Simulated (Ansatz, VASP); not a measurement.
## Ba: VASP beside Ansatz

```
CELL_PARAMETERS angstrom
4.34038 0.00000 0.00000
-2.17019 3.75888 0.00000
0.00000 0.00000 7.10121
ATOMIC_POSITIONS crystal
Ba 0.33333 0.66667 0.25000
Ba 0.66667 0.33333 0.75000
```

Alike in both runs: functional PBEsol; k mesh 8 × 8 × 5; occupations fermi-dirac, width 0.1 eV; no spin polarisation.

Ansatz relaxed the structure, and its values are those at the end. VASP's run is a single point on that final structure, the one shown.

```csv
,VASP,Ansatz
version,VASP 6.6.1,Ansatz 0.2.0
potentials or method,"VASP PAW PBE potentials, release 64 (Ba_sv)","plane waves (420 eV) with PAW, scalar-relativistic"
plane-wave cutoff (eV),520,420
valence electrons in the cell,20,20
```

```csv
,VASP,Ansatz,Ansatz less VASP
pressure (GPa),0.1,0.0,-0.09
```

The functional is the same, so the differences come from potentials, cutoffs and numerics. Ansatz warned: «pseudo_functional_mismatch».

Caveats: the PAW data sets were made with another functional, which shifts forces and pressure a little (VASP). Spin-orbit coupling is left out, which matters for the levels of Ba.
